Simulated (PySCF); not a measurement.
One of the candidates below gave these computed data.

All candidates are C2H4O2.

| technique | computed result |
| --- | --- |
| XPS | C1s 292.8, C1s 294.9, O1s 538.2, O1s 539.9 eV [ΔSCF SCAN, pcX-3 on the ionised atom, pcseg-2 elsewhere, spin-free X2C] |
| UV, first state | lowest singlet excitation: 5.90 eV (210 nm, f = 0.002) [TDDFT CAM-B3LYP/aug-cc-pVTZ] |
| Dipole | 1.95 D [CAM-B3LYP/aug-cc-pVTZ] |
| Rotational structure | rotational constants A, B, C: 20.328, 6.963, 5.361 GHz [PBE0-D3(BJ)/def2-TZVP] |
| 13C NMR | chemical shifts (computed TMS as zero) by class: 170.4 (1 C), 54.0 (1 C) ppm [GIAO PBE0/pcSseg-2] |
| NMR, other nuclei | isotropic shieldings of nuclei other than C and H, by class: -109 (1 O), 135 (1 O) ppm [GIAO PBE0/pcSseg-2] |

Electronic properties: PySCF, gas phase, density fitting. Levels stand in brackets. Geometry: PBE0-D3(BJ)/def2-TZVP, one conformer, isolated molecule. Each NMR value is the plain mean over a class of atoms that symmetry, rotation or inversion makes alike.

Task: Which candidate is it?
A. `CC(=O)O`
B. `COC=O`
C. `O=CCO`

Result: B. It is `COC=O`. Numbering: `[CH3:1][O:2][CH:3]=[O:4]`. Its formula, C2H4O2, gives 1 degree of unsaturation: 0 rings and 1 π bond in the structure found. 2 carbons fall into 2 classes; from least to most shielded: ester carbonyl carbon [C3] (170.4 ppm), methoxy carbon [C1] (54.0 ppm). The other shieldings belong to: -109 ppm, ester carbonyl oxygen [O4]; 135 ppm, ester single-bonded oxygen [O2]. The core levels belong to: C1s 292.8 eV, methoxy carbon [C1]; C1s 294.9 eV, ester carbonyl carbon [C3]; O1s 538.2 eV, ester carbonyl oxygen [O4]; O1s 539.9 eV, ester single-bonded oxygen [O2]. The optimised geometry has point group Cs and is an asymmetric top.

The others, at the same levels:
- `O=CCO` fails: its computed 13C shifts are 214.4 (1 C), 76.8 (1 C) ppm, lowest singlet excitation is 4.62 eV (269 nm, f = 0.000) (against 5.90 eV) and rotational constant A is 18.666 GHz (against 20.328 GHz).
- `CC(=O)O` fails: its computed core binding energies are C1s 291.5, C1s 295.1, O1s 538.0, O1s 540.1 eV and rotational constant A is 11.466 GHz (against 20.328 GHz).

Each candidate is one conformer, not necessarily the lowest. The conformers computed, where there is a choice (atom-mapped SMILES and torsion angles):
- `[CH3:1][O:2][CH:3]=[O:4]`: C1–O2–C3–O4 0°
- `[O:1]=[CH:2][CH2:3][OH:4]`: O1–C2–C3–O4 0°, H–O4–C3–C2 0°
- `[CH3:1][C:2](=[O:3])[OH:4]`: H–O4–C2–C1 179°
